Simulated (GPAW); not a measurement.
A run of GPAW 26.7.0:

File run.py:

```python
import numpy as np
import spglib
from ase import Atoms
from ase.dft.bandgap import bandgap
from ase.io import read, write
from ase.units import GPa
from gpaw import GPAW, PW
from gpaw.spinorbit import soc_eigenstates

atoms = read('GaAs.cif')
cell, positions, numbers = spglib.find_primitive(
    (atoms.cell[:], atoms.get_scaled_positions(), atoms.numbers), symprec=1e-4)
atoms = Atoms(numbers, cell=cell, scaled_positions=positions, pbc=True)

calc = GPAW(mode=PW(600),
            xc='revPBE',
            kpts={'size': (8, 8, 8), 'gamma': True},
            occupations={'name': 'fermi-dirac', 'width': 0.05},
            nbands=11,
            convergence={'density': 1e-05, 'energy': 1e-05},
            maxiter=150,
            txt='gpaw.txt')
atoms.calc = calc
energy = atoms.get_potential_energy()
forces = atoms.get_forces()
stress = atoms.get_stress()
calc.write('gs.gpw')
write('result.traj', atoms)
print(f'Energy: {energy:.6f} eV')
print('Forces (eV/A):')
print(forces.round(4))
print('Stress (GPa):', (stress / GPa).round(3))
print('Fermi level:', round(calc.get_fermi_level(), 4), 'eV')
print(f'Gap: {bandgap(calc)[0]:.4f} eV, direct: {bandgap(calc, direct=True)[0]:.4f} eV')

path = atoms.cell.bandpath('GXWKGLUWLK,UX', npoints=60, eps=1e-4)
bs_calc = calc.fixed_density(kpts=path, symmetry='off', nbands=21,
                             convergence={'bands': 'CBM+6.0', 'eigenstates': 1e-6}, txt='bands.txt')
bs = bs_calc.band_structure()
bs.write('bs.json')
print(f'Gap on the path: {bandgap(bs_calc)[0]:.4f} eV')

soc = soc_eigenstates(bs_calc, theta=0, phi=0)
np.savetxt('soc_bands.dat', soc.eigenvalues(), fmt='%.4f')
mesh = soc_eigenstates('gs.gpw', theta=0, phi=0)
np.savetxt('soc_mesh.dat', mesh.eigenvalues(), fmt='%.4f')
print('Fermi level with spin-orbit coupling:', round(mesh.fermi_level, 4), 'eV')
```

The input GaAs.cif:

```cif
data_GaAs
_cell_length_a 5.65370000
_cell_length_b 5.65370000
_cell_length_c 5.65370000
_cell_angle_alpha 90.00000000
_cell_angle_beta 90.00000000
_cell_angle_gamma 90.00000000
_space_group_name_H-M_alt 'F-43m'
_space_group_name_Hall 'F -4 2 3'
_space_group_IT_number 216
loop_
_space_group_symop_operation_xyz
'x,y,z'
'y,-x,-z'
'-x,-y,z'
'-y,x,-z'
'x,-y,-z'
'y,x,z'
'-x,y,-z'
'-y,-x,z'
'z,x,y'
'-z,y,-x'
'z,-x,-y'
'-z,-y,x'
'-z,x,-y'
'z,y,x'
'-z,-x,y'
'z,-y,-x'
'y,z,x'
'-x,-z,y'
'-y,z,-x'
'x,-z,-y'
'-y,-z,x'
'x,z,y'
'y,-z,-x'
'-x,z,-y'
'x,y+1/2,z+1/2'
'y,-x+1/2,-z+1/2'
'-x,-y+1/2,z+1/2'
'-y,x+1/2,-z+1/2'
'x,-y+1/2,-z+1/2'
'y,x+1/2,z+1/2'
'-x,y+1/2,-z+1/2'
'-y,-x+1/2,z+1/2'
'z,x+1/2,y+1/2'
'-z,y+1/2,-x+1/2'
'z,-x+1/2,-y+1/2'
'-z,-y+1/2,x+1/2'
'-z,x+1/2,-y+1/2'
'z,y+1/2,x+1/2'
'-z,-x+1/2,y+1/2'
'z,-y+1/2,-x+1/2'
'y,z+1/2,x+1/2'
'-x,-z+1/2,y+1/2'
'-y,z+1/2,-x+1/2'
'x,-z+1/2,-y+1/2'
'-y,-z+1/2,x+1/2'
'x,z+1/2,y+1/2'
'y,-z+1/2,-x+1/2'
'-x,z+1/2,-y+1/2'
'x+1/2,y,z+1/2'
'y+1/2,-x,-z+1/2'
'-x+1/2,-y,z+1/2'
'-y+1/2,x,-z+1/2'
'x+1/2,-y,-z+1/2'
'y+1/2,x,z+1/2'
'-x+1/2,y,-z+1/2'
'-y+1/2,-x,z+1/2'
'z+1/2,x,y+1/2'
'-z+1/2,y,-x+1/2'
'z+1/2,-x,-y+1/2'
'-z+1/2,-y,x+1/2'
'-z+1/2,x,-y+1/2'
'z+1/2,y,x+1/2'
'-z+1/2,-x,y+1/2'
'z+1/2,-y,-x+1/2'
'y+1/2,z,x+1/2'
'-x+1/2,-z,y+1/2'
'-y+1/2,z,-x+1/2'
'x+1/2,-z,-y+1/2'
'-y+1/2,-z,x+1/2'
'x+1/2,z,y+1/2'
'y+1/2,-z,-x+1/2'
'-x+1/2,z,-y+1/2'
'x+1/2,y+1/2,z'
'y+1/2,-x+1/2,-z'
'-x+1/2,-y+1/2,z'
'-y+1/2,x+1/2,-z'
'x+1/2,-y+1/2,-z'
'y+1/2,x+1/2,z'
'-x+1/2,y+1/2,-z'
'-y+1/2,-x+1/2,z'
'z+1/2,x+1/2,y'
'-z+1/2,y+1/2,-x'
'z+1/2,-x+1/2,-y'
'-z+1/2,-y+1/2,x'
'-z+1/2,x+1/2,-y'
'z+1/2,y+1/2,x'
'-z+1/2,-x+1/2,y'
'z+1/2,-y+1/2,-x'
'y+1/2,z+1/2,x'
'-x+1/2,-z+1/2,y'
'-y+1/2,z+1/2,-x'
'x+1/2,-z+1/2,-y'
'-y+1/2,-z+1/2,x'
'x+1/2,z+1/2,y'
'y+1/2,-z+1/2,-x'
'-x+1/2,z+1/2,-y'
loop_
_atom_site_label
_atom_site_type_symbol
_atom_site_symmetry_multiplicity
_atom_site_Wyckoff_symbol
_atom_site_fract_x
_atom_site_fract_y
_atom_site_fract_z
_atom_site_occupancy
As1 As 4 c 0.2500000000 0.2500000000 0.2500000000 1
Ga1 Ga 4 a 0.0000000000 0.0000000000 0.0000000000 1
```

Potentials or basis: the program's PAW data sets (release 1.2.1) made for this functional, pw.

Launch:

```console
$ OMP_NUM_THREADS=1 python run.py
```

Hardware: 1 thread of Arm Neoverse V1, with other jobs on the host.

Problem. How long does it take, and how much memory?

Solution. It took 25 s on 1 thread of Arm Neoverse V1, on a shared host, peak memory 0.24 GiB. Counts: scf iterations 13, plane waves 1540, bands 11, k points 29.
